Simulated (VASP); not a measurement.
# Se (R-3m) in VASP: notebook

One crystal, Se, is run at these levels: PBEsol; tasks: relaxation of cell and atoms.

Program: VASP 6.6.1. These are calculated values, not measurements. Logs are shortened: lines on timing, memory, paths and dates and some standing lists are left out, and cuts for length are marked.

## (1) Starting point

Symmetry: R-3m, No. 166, trigonal system. Conventional cell: a = 3.909 Å, b = 3.909 Å, c = 2.691 Å, α = 90.00°, β = 90.00°, γ = 120.00°. Se (site symmetry -3m) is surrounded by 8 Se at 2.43 to 2.69 Å.

This isn't the form of Se at room conditions, which is trigonal, of chains.

## (2) Relaxation of cell and atoms, PBEsol, target pressure 187.5 GPa, at which the enthalpy is minimised

File INCAR:

```
SYSTEM = Se
PREC     = Accurate       ! precision mode
ENCUT    = 350            ! plane-wave cutoff, eV
EDIFF    = 1E-7           ! SCF threshold, eV
ISMEAR   = 0              ! smearing method
SIGMA    = 0.1            ! smearing width, eV
LREAL    = .FALSE.        ! projectors in reciprocal space
LASPH    = .TRUE.         ! aspherical terms in the spheres
NELM     = 100            ! most SCF steps
ALGO     = Fast           ! electronic algorithm
ISIF     = 3              ! what is computed and relaxed
LWAVE    = .FALSE.        ! write WAVECAR
LCHARG   = .FALSE.        ! write CHGCAR
GGA      = PS             ! functional
IBRION   = 2              ! ionic algorithm
NSW      = 80             ! ionic steps
EDIFFG   = -0.002         ! ionic threshold
PSTRESS  = 1875.0
```

File KPOINTS:

```
Automatic mesh
0
G
  21 21 21
  0 0 0
```

File POSCAR:

```
Se                                      
1.0
    1.9546874559      1.1285393782      0.8969634162
   -1.9546874559      1.1285393782      0.8969634162
    0.0000000000     -2.2570787564      0.8969634162
  Se            
     1
Direct
     0.0000000000000000    0.0000000000000000    0.0000000000000000
```

Potentials or basis: VASP PAW PBE potentials, release 64 (Se).

On the command line:

```console
cat potpaw_PBE.64/Se/POTCAR > POTCAR
mpirun -np 1 vasp_std > vasp.out
```

OUTCAR:

```text
SYSTEM = Se
   PREC = Accurate
   ENCUT = 350
   EDIFF = 1E-7
   ISMEAR = 0
   LREAL = .FALSE.
   LASPH = .TRUE.
   NELM = 100
   ISIF = 3
   GGA = PS
   IBRION = 2
   NSW = 80
   EDIFFG = -0.002
   PSTRESS = 1875.0

 ion  position               nearest neighbor table
   1  0.000  0.000  0.000-

  LATTYP: Found a trigonal (rhomboedric) cell.
 ALAT       =     2.4287749069
 COS(alpha) =    -0.2954185535

  Lattice vectors:

 A1 = (   1.9546874559,   1.1285393782,   0.8969634162)
 A2 = (  -1.9546874559,   1.1285393782,   0.8969634162)
 A3 = (   0.0000000000,  -2.2570787564,   0.8969634162)

Analysis of symmetry for initial positions (statically):
=====================================================================
 Subroutine PRICEL returns:
 Original cell was already a primitive cell.

 Routine SETGRP: Setting up the symmetry group for a
 trigonal (rhombohedral) supercell.

 Subroutine GETGRP returns: Found 12 space group operations
 (whereof 12 operations were pure point group operations)
 out of a pool of 12 trial point group operations.

The static configuration has the point symmetry D_3d.

Analysis of symmetry for dynamics (positions and initial velocities):
=====================================================================
 Subroutine PRICEL returns:
 Original cell was already a primitive cell.

 Routine SETGRP: Setting up the symmetry group for a
 trigonal (rhombohedral) supercell.

 Subroutine GETGRP returns: Found 12 space group operations
 (whereof 12 operations were pure point group operations)
 out of a pool of 12 trial point group operations.

The dynamic configuration has the point symmetry D_3d.

 Subroutine INISYM returns: Found 12 space group operations
 (whereof 12 operations are pure point group operations),
 and found     1 'primitive' translations

----------------------------------------------------------------------------------------

                                     Primitive cell

  volume of cell :      11.8719

  direct lattice vectors                    reciprocal lattice vectors
     1.954687456  1.128539378  0.896963416     0.255795369  0.147683519  0.371624224
    -1.954687456  1.128539378  0.896963416    -0.255795369  0.147683519  0.371624224
     0.000000000 -2.257078756  0.896963416     0.000000000 -0.295367038  0.371624224

  length of vectors
     2.428774907  2.428774907  2.428774976     0.474706495  0.474706495  0.474706489

  position of ions in fractional coordinates (direct lattice)
     0.000000000  0.000000000  0.000000000

  ion indices of the primitive-cell ions
   primitive index   ion index
                 1           1

----------------------------------------------------------------------------------------

 KPOINTS: Automatic mesh

Automatic generation of k-mesh.
 Grid dimensions read from file:
 generate k-points for:   21   21   21

 Generating k-lattice:

  Cartesian coordinates                     Fractional coordinates (reciprocal lattice)
     0.012180732  0.007032549  0.017696392     0.047619048 -0.000000000  0.000000000
    -0.012180732  0.007032549  0.017696392    -0.000000000  0.047619048  0.000000000
     0.000000000 -0.014065097  0.017696392     0.000000000  0.000000000  0.047619048

  Length of vectors
     0.022605071  0.022605071  0.022605071

  Shift w.r.t. Gamma in fractional coordinates (k-lattice)
     0.000000000  0.000000000  0.000000000

 Subroutine IBZKPT returns following result:
 ===========================================

 Found    891 irreducible k-points:

 Following reciprocal coordinates:
            Coordinates               Weight
  0.000000  0.000000  0.000000      1.000000
  0.047619 -0.000000  0.000000      6.000000
  0.095238 -0.000000  0.000000      6.000000
  0.142857 -0.000000 -0.000000      6.000000
  0.190476 -0.000000  0.000000      6.000000
  0.238095 -0.000000  0.000000      6.000000
[... 16 lines left out ...]
 -0.428571  0.047619  0.000000     12.000000
 -0.380952  0.047619  0.000000     12.000000
 [... further k-points ...]
   k-points           NKPTS =    891   k-points in BZ     NKDIM =    891   number of bands    NBANDS=      7
   number of dos      NEDOS =    301   number of ions     NIONS =      1
   total plane-waves  NPLWV =   4096
   dimension x,y,z NGX =    16 NGY =   16 NGZ =   16
   dimension x,y,z NGXF=    32 NGYF=   32 NGZF=   32
   ions per type =               1
   NGX,Y,Z   is equivalent  to a cutoff of  10.95, 10.95, 10.95 a.u.
   NGXF,Y,Z  is equivalent  to a cutoff of  21.90, 21.90, 21.90 a.u.
 SYSTEM =  Se
   PREC   = accura    normal or accurate (medium, high low for compatibility)
   ISTART =      0    job   : 0-new  1-cont  2-samecut
   ICHARG =      2    charge: 1-file 2-atom 10-const
   ISPIN  =      1    spin polarized calculation?
   LNONCOLLINEAR =      F non collinear calculations
   LSORBIT =      F    spin-orbit coupling
   LASPH  =      T    aspherical Exc in radial PAW
   ENCUT  =  350.0 eV  25.72 Ry    5.07 a.u.   3.70  3.70  3.70*2*pi/ulx,y,z
   NELM   =    100;   NELMIN=  2; NELMDL= -5     # of ELM steps
   EDIFF  = 0.1E-06   stopping-criterion for ELM
   LREAL  =      F    real-space projection
   EDIFFG = -.2E-02   stopping-criterion for IOM
   NSW    =     80    number of steps for IOM
   IBRION =      2    ionic relax: 0-MD 1-quasi-New 2-CG
   NFREE  =      1    steps in history (QN), initial steepest desc. (CG)
   ISIF   =      3    stress and relaxation
   ISYM   =      2    0-nonsym 1-usesym 2-fastsym
   POTIM  = 0.5000    time-step for ionic-motion
   TEBEG  =    0.0;   TEEND  =   0.0 temperature during run
   PSTRESS= 1875.0 pullay stress
   NELECT =       6.0000    total number of electrons
   NUPDOWN=      -1.0000    fix difference up-down
   EMIN   =  10.00;   EMAX   =-10.00  energy-range for DOS
   EFERMI =   0.00;   METHOD = LEGACY
   ISMEAR =     0;   SIGMA  =   0.10  broadening in eV -4-tet -1-fermi 0-gaus
   EFERMI_NEDOS =   21; number of points for ismear=-14 and -15
   IALGO  =     68    algorithm
   IMIX   =      4    mixing-type and parameters
     AMIX     =   0.40;   BMIX     =  1.00
     AMIX_MAG =   1.60;   BMIX_MAG =  1.00
  volume/ion in A,a.u.               =      11.87        80.12
  Fermi-wavevector in a.u.,A,eV,Ry     =   1.304023  2.464246 23.136379  1.700476
  Thomas-Fermi vector in A             =   2.434986
   LORBIT       =      0    0 simple, 1 ext, 2 COOP (PROOUT), +10 PAW based schemes
   GGA     = PS    functional components
   LHFCALC =     F    Hartree Fock is set to
   AEXX    =    0.0000 exact exchange contribution
   IVDW    =     0    specifies the selected vdW correction
   LEPSILON=     F    determine dielectric tensor
   LRPA    =     F    only Hartree local field effects (RPA)
 conjugate gradient relaxation of ions
 non-spin polarized calculation
 RMM-DIIS sequential band-by-band and
 Gauss-broadening in eV      SIGMA  =   0.10
  energy-cutoff  :      350.00
  volume of cell :       11.87
 maximum number of plane-waves:       189
   NGX =  7   NGY =  7   NGZ =  7

--------------------------------------- Ionic step        1  -------------------------------------------

 number of electron       6.0000000 magnetization

 Free energy of the ion-electron system (eV)
  ---------------------------------------------------
  ext. energy  EPLUGINS =         0.00000000
  ---------------------------------------------------
  free energy    TOTEN  =        -1.55593544 eV

  energy without entropy =       -1.55430562  energy(sigma->0) =       -1.55512053

------------------------ aborting loop because EDIFF is reached ----------------------------------------

  FORCE on cell =-STRESS in cart. coord.  units (eV):
  Direction    XX          YY          ZZ          XY          YZ          ZX
  --------------------------------------------------------------------------------------
  -------------------------------------------------------------------------------------
  Total        9.2609803      9.2609811      9.2627246      0.0000000      0.0000000      0.0000000
  in kB     1249.8201342   1249.8202435   1250.0555488      0.0000000      0.0000000      0.0000000
  external PRESSURE =    -625.1013578 kB  Pullay stress =    1875.0000000 kB
[... 90 lines left out ...]
  FREE ENERGIE OF THE ION-ELECTRON SYSTEM (eV)
  ---------------------------------------------------
  free  energy   TOTEN  =        -0.7747541804 eV

  energy  without entropy=       -0.7731297894  energy(sigma->0) =       -0.77394198

  enthalpy is  TOTEN    =        12.1170694332 eV   P V=       12.8918236136

[... ionic steps 4 to 16 ...]

--------------------------------------- Ionic step       17  -------------------------------------------

 number of electron       6.0000002 magnetization

------------------------ aborting loop because EDIFF is reached ----------------------------------------

  FORCE on cell =-STRESS in cart. coord.  units (eV):
  Direction    XX          YY          ZZ          XY          YZ          ZX
  --------------------------------------------------------------------------------------
  -------------------------------------------------------------------------------------
  Total       12.5075555     12.5075727     12.5057494      0.0000000     -0.0000000      0.0000000
  in kB     1875.7229443   1875.7255312   1875.4520888      0.0000000     -0.0000000      0.0000000
  external PRESSURE =       0.6335214 kB  Pullay stress =    1875.0000000 kB
[... 59 lines left out ...]
  enthalpy is  TOTEN    =        12.0734594005 eV   P V=       12.5046810552

--------------------------------------- Ionic step       19  -------------------------------------------

 number of electron       6.0000002 magnetization

 Free energy of the ion-electron system (eV)
  ---------------------------------------------------
  ext. energy  EPLUGINS =         0.00000000
  ---------------------------------------------------
  free energy    TOTEN  =        -0.43038161 eV

  energy without entropy =       -0.42873651  energy(sigma->0) =       -0.42955906

 E-fermi :  16.0695     XC(G=0): -13.8063

 val. band max:       16.0505660698   @ k =  -0.3810   0.1429   0.0952
 cond. band min:      16.0778616973   @ k =  -0.4762   0.3810   0.3333
 fundamental gap:      0.0272956275
 Fermi energy:        16.0694903373

 k-point     1 :       0.0000    0.0000    0.0000
  band No.  band energies     occupation
      1      -8.6954      2.00000
      2      23.9826      0.00000
      3      23.9826      0.00000
      4      23.9826      0.00000
      5      30.1742      0.00000
      6      30.1742      0.00000
      7      30.1743      0.00000
[... 221 lines left out ...]
 k-point    24 :      -0.3810    0.0476    0.0000
  band No.  band energies     occupation
      1      -3.6806      2.00000
      2       7.5656      2.00000
      3      16.8715      0.00000
      4      19.9835      0.00000
      5      24.4879      0.00000
      6      25.5666      0.00000
      7      34.2519      0.00000

 [... further k-points ...]

------------------------ aborting loop because EDIFF is reached ----------------------------------------

  FORCE on cell =-STRESS in cart. coord.  units (eV):
  Direction    XX          YY          ZZ          XY          YZ          ZX
  --------------------------------------------------------------------------------------
  -------------------------------------------------------------------------------------
  Total       12.5028778     12.5028986     12.5035739      0.0000000      0.0000000      0.0000000
  in kB     1874.8557972   1874.8589107   1874.9601859      0.0000000      0.0000000      0.0000000
  external PRESSURE =      -0.1083687 kB  Pullay stress =    1875.0000000 kB
[... 16 lines left out ...]
  FREE ENERGIE OF THE ION-ELECTRON SYSTEM (eV)
  ---------------------------------------------------
  free  energy   TOTEN  =        -0.4303816065 eV

  energy  without entropy=       -0.4287365109  energy(sigma->0) =       -0.42955906

  enthalpy is  TOTEN    =        12.0734578369 eV   P V=       12.5038394434

 reached required accuracy - stopping structural energy minimisation
```

Run time: 86 s. Hardware: 1 thread of Intel Xeon 6975P-C (Granite Rapids), shared host; peak memory 0.2 GiB.

What came out:

* Free energy: -0.4304 eV
* Relaxed volume: 10.68 Å³/atom
* Relaxed cell: a = 2.403 Å, b = 2.403 Å, c = 2.403 Å, α = 109.47°, β = 109.47°, γ = 109.47°
* Space group after relaxing (to 0.05 Å): Im-3m (No. 229)
* Energy change on relaxing (the enthalpy is what falls): +1125.6 meV/atom
* Ionic steps: 19
* Pressure after relaxing: 187.5 GPa
* Band gap on the k mesh: none (metal or under the smearing width)

Step by step:
```tsv
step	energy change (eV)	largest force (eV/Å)	pressure (GPa)	volume (Å³)
1	0.0000	0.0000	124.99	11.87
2	21.1477	0.0000	1647.39	5.56
3	0.7812	0.0000	169.82	11.02
4	0.9525	0.0000	179.68	10.86
5	1.0890	0.0000	187.54	10.74
6	1.0634	0.0000	186.08	10.76
7	1.0729	0.0000	186.19	10.75
8	1.1151	0.0000	187.64	10.71
9	1.2654	0.0000	195.94	10.57
10	1.1471	0.0000	189.12	10.67
11	1.1956	0.0000	191.55	10.63
12	1.1866	0.0000	191.03	10.63
13	1.0547	0.0000	183.50	10.75
14	1.1347	0.0000	188.03	10.68
15	1.1282	0.0000	187.65	10.68
16	1.1259	0.0000	187.52	10.68
17	1.1267	0.0000	187.56	10.68
18	1.1247	0.0000	187.45	10.69
19	1.1256	0.0000	187.49	10.68
```

Final structure:
```
CELL_PARAMETERS angstrom
1.96221 1.13288 0.80107
-1.96221 1.13288 0.80107
0.00000 -2.26576 0.80107
ATOMIC_POSITIONS crystal
Se 0.00000 0.00000 0.00000
```

Levels at points of the mesh, in eV from the Fermi level:
```tsv
k point	band 1	band 2	band 3	band 4	band 5	band 6	band 7
(0.00, 0.00, 0.00)	-24.76	7.91	7.91	7.91	14.10	14.10	14.10
```

Caveat: the cell is relaxed towards a set pressure, so the enthalpy falls and the energy may rise; the PAW data sets were made with another functional, which shifts forces and pressure a little.

## (3) Relaxation of cell and atoms, PBEsol, target pressure 187.5 GPa, at which the enthalpy is minimised

This run uses another cell than the first one, of 10.68 Å³/atom, 0.900 times its volume.

INCAR is that of step 2.

KPOINTS is that of step 2.

File POSCAR:

```
Se                                      
1.0
    1.9622051941      1.1328806377      0.8010744369
   -1.9622051941      1.1328806377      0.8010744369
    0.0000000000     -2.2657612753      0.8010744369
  Se            
     1
Direct
     0.0000000000000000    0.0000000000000000    0.0000000000000000
```

Potentials or basis: VASP PAW PBE potentials, release 64 (Se).

On the command line:

```console
cat potpaw_PBE.64/Se/POTCAR > POTCAR
mpirun -np 1 vasp_std > vasp.out
```

Wall time 3.4 s (1 thread of Intel Xeon 6975P-C (Granite Rapids), shared host); peak memory 0.13 GiB.

Results (log left out):

```
Free energy             : -0.4295 eV
Pressure after relaxing : 187.5 GPa
Band gap on the k mesh  : none (metal or under the smearing width)
```

Final structure:
```
CELL_PARAMETERS angstrom
1.96221 1.13288 0.80107
-1.96221 1.13288 0.80107
0.00000 -2.26576 0.80107
ATOMIC_POSITIONS crystal
Se 0.00000 0.00000 0.00000
```

Levels at points of the mesh, in eV from the Fermi level:
| k point | band 1 | band 2 | band 3 | band 4 | band 5 | band 6 |
| --- | --- | --- | --- | --- | --- | --- |
| (0.00, 0.00, 0.00) | -24.76 | 7.91 | 7.91 | 7.91 | 14.11 | 14.11 |

Caveat: the relaxation stopped at its first step, so nothing moved; the cell is relaxed towards a set pressure, so the enthalpy falls and the energy may rise; the PAW data sets were made with another functional, which shifts forces and pressure a little.

[end of part 1 of 2]
